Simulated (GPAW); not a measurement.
Set up this calculation in GPAW 26.7.0, as an ASE script.

- Task: equation of state
- Functional: HSE06
- Potentials or basis: GPAW PAW data sets (gpaw-data 1.2.1)
- Cutoff: 450 eV
- Basis: pw
- k mesh: 2 × 2 × 2
- Occupations: fermi-dirac, width 0.05 eV
- Spin: no spin polarisation
- Ranks: 4
- Maxiter: 60
- Eos scales: [0.94, 0.96, 0.98, 1.0, 1.02, 1.04, 1.06]

The structure of HgTe (Coloradoite) lies in POSCAR:

```
HgTe
1.0
    0.0000000000      3.2145000000      3.2145000000
    3.2145000000      0.0000000000      3.2145000000
    3.2145000000      3.2145000000      0.0000000000
Hg Te
1 1
Direct
    0.0000000000      0.0000000000      0.0000000000
    0.7500000000      0.7500000000      0.7500000000
```

The input as run:

run.py

```python
from ase.eos import EquationOfState
from ase.io import Trajectory, read
from ase.units import GPa
from ase.parallel import parprint
from gpaw import GPAW, PW

atoms = read('POSCAR')

traj = Trajectory('eos.traj', 'w')
volumes, energies = [], []
for x in [0.94, 0.96, 0.98, 1.0, 1.02, 1.04, 1.06]:
    a = atoms.copy()
    a.set_cell(atoms.cell * x**(1 / 3), scale_atoms=True)
    calc = GPAW(mode=PW(450),
                xc='HSE06',
                kpts={'size': (2, 2, 2), 'gamma': True},
                occupations={'name': 'fermi-dirac', 'width': 0.05},
                nbands=14,
                convergence={'density': 1e-05, 'energy': 1e-05},
                maxiter=60,
                txt=f'eos-{x:.2f}.txt')
    a.calc = calc
    energies.append(a.get_potential_energy(force_consistent=True))
    volumes.append(a.get_volume())
    calc.write(f'eos-{x:.2f}.gpw')
    traj.write(a)
    parprint(f'{x:.2f} {volumes[-1]:10.4f} A^3 {energies[-1]:14.6f} eV', flush=True)

v0, e0, B = EquationOfState(volumes, energies, eos='birchmurnaghan').fit()
parprint(f'V0 = {v0:.4f} A^3, E0 = {e0:.6f} eV, B0 = {B / GPa:.2f} GPa')
```

Potentials or basis: GPAW PAW data sets (gpaw-data 1.2.1), pw.

The run is started by

```console
$ OMP_NUM_THREADS=1 mpirun -n 4 gpaw python run.py
```

It gave:

```yaml
Equilibrium_volume: outside the volumes run
```

Caveat: the k mesh is coarse (spacing up to 0.85 Å⁻¹), so the values aren't converged, least of all with exact exchange; exact exchange converges slowly with the k mesh, and this mesh is small; the PAW data sets were made with another functional, which shifts forces and pressure a little.

It took 5.9 min on 4 MPI ranks on Arm Neoverse V2, with other jobs on the host, peak memory 0.17 GiB a rank.
